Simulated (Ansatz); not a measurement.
## Cu₃Au

Computed with Ansatz (plane waves, PAW, 420 eV cutoff): PBE with spin–orbit coupling, two-component spinors, 10×10×10 k-mesh, Gaussian smearing of 0.05 eV. The datasets are Ansatz's generated set soft_2.

```xyz
4
Lattice="3.7750 0.0000 0.0000 0.0000 3.7750 0.0000 0.0000 0.0000 3.7750" Properties=species:S:1:pos:R:3 pbc="T T T"
Cu    0.0000    1.8875    1.8875
Cu    1.8875    0.0000    1.8875
Cu    1.8875    1.8875    0.0000
Au    0.0000    0.0000    0.0000
```

The chain of runs began from a cell as deposited in COD, expanded in volume.

Q: Which orbitals carry the states at the Fermi level, and how many states are there?

A: Within 0.1 eV of it: Cu 4s 36 %, Cu 3d 35 %, Au 6s 17 % (shares among the projected shells, which hold 74 % of the states there). The density of states at the Fermi level is about 1.1 states/eV per cell, averaged over 0.3 eV.

Density of states (tetrahedra, averaged over 0.4 eV; states/eV per cell of 4 atoms; energy in eV from the Fermi level; projections on Löwdin-orthogonalised atomic orbitals, summed over sites):

```csv
E,total,Cu 3d,Au 5d,Cu 4s,Au 6s
-6.45,6.2,0.7,4.3,1.0,0.2
-6.05,3.3,0.4,2.4,0.3,0.1
-5.65,2.2,0.4,1.3,0.2,0.2
-5.25,6.1,1.6,3.5,0.6,0.3
-4.85,5.8,1.6,3.8,0.2,0.1
-4.45,3.4,1.2,1.7,0.3,0.1
-4.05,3.6,2.2,0.8,0.3,0.2
-3.65,3.4,2.5,0.6,0.3,0.0
-3.25,12.3,10.9,0.7,0.4,0.1
-2.85,12.7,11.4,0.7,0.3,0.0
-2.45,12.3,11.0,0.9,0.2,0.0
-2.05,14.1,13.0,0.8,0.1,0.0
-1.65,14.9,13.1,1.5,0.2,0.1
-1.25,2.5,1.7,0.4,0.3,0.1
-0.85,1.6,0.8,0.1,0.4,0.1
-0.45,1.2,0.5,0.1,0.4,0.1
-0.05,1.1,0.3,0.1,0.3,0.1
0.35,1.2,0.3,0.1,0.3,0.2
0.75,1.2,0.2,0.1,0.3,0.1
1.15,1.1,0.2,0.1,0.3,0.1
1.55,1.1,0.1,0.1,0.3,0.1
1.95,1.0,0.1,0.0,0.3,0.1
2.35,0.9,0.1,0.0,0.2,0.1
2.75,0.9,0.1,0.0,0.2,0.1
3.15,0.9,0.1,0.0,0.2,0.1
3.55,0.9,0.1,0.0,0.2,0.1
3.95,1.0,0.0,0.0,0.3,0.1
```
